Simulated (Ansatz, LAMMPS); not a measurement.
# Which site? N in place of O in amorphous Al2O3 (175 atoms): runs compared

At which site of amorphous Al2O3 (175 atoms) does N in place of O cost least, and what about the site decides it?

Computed with Ansatz 0.2.0: Kohn-Sham DFT, PBE, PAW (set soft_2), plane waves.

### Step 1. The cell as built

The cell holds 175 atoms: 70 Al and 105 O. Cell: a = 12.179 Å, b = 12.179 Å, c = 12.179 Å, α = 90.0°, β = 90.0°, γ = 90.0°. 175 atoms (70 Al, 105 O) placed at random at 3 g/cm³, melted at 5000 K for 10 ps at fixed volume with the Morse and Coulomb pair potential with partial charges (Pedone, Malavasi, Menziani, Cormack and Segre, J. Phys. Chem. B 110, 11780 (2006)). Quenched from 5000 K to 300 K at 50 K/ps and fixed volume, held 10 ps at zero pressure.

Limits known from the start: The quench rate of 50 K/ps far exceeds what a furnace or splat quench reaches, so expect more defects and frozen-in strain than in a real sample. The starting topology of bonds comes from the classical model, and needn't be the one that DFT or experiment would give. The Brillouin zone is sampled at Γ only, in a cell whose shortest periodic width is 12 Å.

### Step 2. The reference run

The reference is a single point at the end of the relaxation.

Every defect cell starts from the geometry of this run and is relaxed in the fixed cell.

Its input, with most atom lines left out:

```yaml
crystal:
  lattice:
    - [12.179, 0.0, 0.0]
    - [0.0, 12.179, 0.0]
    - [0.0, 0.0, 12.179]
  atoms:
    - { symbol: Al, position: [0.14409, 0.64088, 0.52756] }
    - { symbol: Al, position: [0.33668, 0.00886, 0.86566] }
    - { symbol: Al, position: [0.2856, 0.39198, 0.92215] }
    - { symbol: Al, position: [0.37573, 0.9713, 0.64846] }
    - { symbol: Al, position: [0.98605, 0.3381, 0.98612] }
    - { symbol: Al, position: [0.83927, 0.12987, 0.31898] }
    - { symbol: Al, position: [0.63035, 0.60712, 0.73653] }
    [... atom lines 8 to 175 left out ...]
kpoints:
  mp_grid: { grid: [1, 1, 1] }
hamiltonian:
  xc: pbe
scf:
  occupations: { method: fixed }
output:
  forces: true
  stress: true
  populations: true
  dos:
    method: { smearing: { sigma: 0.15 } }
    de: 0.1
    projected: { site_lists: { Al: [Al], O: [O] } }
  eigenvalues: true
  write_density: true
  write_potential: true
  volumetric_format: npy
  elf: true
```

| Quantity | Value |
| --- | --- |
| free energy per atom | -556.8118 eV/atom |
| r.m.s. force component | 0.01005 eV/Å |
| pressure | 8.236 GPa |

Filled and empty levels are parted by 3.69 eV (at Γ alone); a semilocal functional tends to put such gaps too low. In a disordered cell it changes from sample to sample, and tail or defect levels can set it.

### Step 3. The runs

Each row is one run, on 4 threads of Arm Neoverse V2, shared host. The free energy is the program's total, comparable only between runs with the same functional, potentials and atoms.

```csv
run,atoms,outcome,"ionic steps, all passes",free energy (eV),time,host memory (GiB)
Single point at the start,175,converged,-,-97427.387,27 s,2.6
Relaxation,175,converged,31,-97442.065,11 min,2.6
Single point at the relaxed geometry,175,converged,-,-97442.065,55 s,2.9
"N on a site of O, site O118",175,converged,8,-97255.920,11 min,5.0
"N on a site of O, site O100",175,converged,7,-97255.881,11 min,5.0
"N on a site of O, site O128",175,converged,4,-97255.659,6.6 min,5.0
"N on a site of O, site O153",175,converged,9,-97256.144,14 min,5.0
"N on a site of O, site O144",175,converged,13,-97256.080,20 min,5
"N on a site of O, site O161",175,cut at the time limit,8,-97255.805,13 min,5.0
```

The surroundings of site O153, the cheapest one, after relaxation, nearest first, numbered as they follow in the input and with coordinates relative to it.

```csv
atom,x,y,z,distance (Å),bonds,moment (μB)
N153,-0.05,-0.03,0.04,0.08,3,0.55
Al53,1.16,-1.14,0.83,1.82,4,0.00
Al46,-0.54,1.66,-0.84,1.94,6,0.00
Al64,-1.92,-0.39,-0.33,1.99,5,0.00
O152,-2.09,1.21,0.56,2.48,4,0.04
O81,-0.87,-2.07,-1.10,2.50,4,0.05
O114,-1.56,0.15,-2.08,2.60,4,0.01
O104,-0.10,2.71,0.52,2.76,3,0.02
O150,0.78,1.78,-2.13,2.89,3,0.00
Al1,-1.02,2.00,1.91,2.95,5,0.00
O89,0.18,1.04,2.78,2.97,3,0.02
O172,2.88,-0.54,0.92,3.07,3,0.00
O100,0.65,-1.87,2.35,3.07,4,0.00
O78,1.79,-2.51,-0.22,3.09,3,0.01
Al36,-0.69,-1.36,-2.81,3.20,5,0.00
```

The column of bonds counts only the pairs O-Al within 2.48 Å, Al-N within 2.38 Å; other neighbours, such as metal atoms beside each other in a compound, aren't counted, and periodic images can show an atom twice.

### Step 4. The sites compared

All these cells hold the same atoms, so their energies can be compared with no chemical potential.

```csv
site,neighbours,mean distance (Å),atoms within 6 Å,energy over the best site (eV),before relaxation (eV),gain on relaxing (eV),moment (μB)
O153,Al3,1.86,83,0.00,0.00,0.17,1.0
O144,Al3,1.80,82,0.06,0.20,0.30,1.0
O118,Al2,1.75,88,0.22,0.38,0.33,1.0
O100,Al4,2.02,88,0.26,0.38,0.29,1.0
O161 *,Al3,1.84,87,0.34,0.42,0.26,-
O128,Al3,1.82,90,0.48,0.45,0.14,1.0
```

* The relaxation didn't finish, so this cell's energy would fall further, and differences against it can move either way. Neighbours are those of the relaxed host within 2.48 Å (O-Al); other pairs aren't counted.

### Step 5. Findings

The cheapest site is O153 (3 neighbours, Al3); the dearest, O128 (3 neighbours, Al3), costs 0.48 eV more. By coordination the energies over the best site are 0.22 eV with 2 neighbours, 0.00 to 0.48 eV with 3 neighbours and 0.26 eV with 4 neighbours. Relaxation gains 0.14 to 0.33 eV and leaves the best site the same.

Caveats: Defects are neutral and interact with their images. The reference ran with fixed occupations, but 6 of the 6 defect cells with fermi-dirac smearing of 0.025 eV, spin polarised. In a disordered cell the relaxation can also rearrange atoms far from the site. In the spin-polarised runs the search for a state of lower energy was switched off. Only 6 of the 105 O sites were tried; unless symmetry makes the others alike to these, a cheaper one may exist. A local or semilocal functional tends to spread out the unpaired spin of such defects. The classical run held zero pressure, yet DFT finds 8.2 GPa in this frame, which points to a density or bond lengths far off those of this functional.

The DFT runs together took 89 min of wall time.

[Logs are printed without paths, hosts, clocks, repeated set-up lines and the standing remarks that a program may print on its own settings, such as how far it seeks lower states.]

[Hosts, paths, dates, database ids (printed as entryN), source tags and the programs' standing remarks are cut or masked in the printed files.]
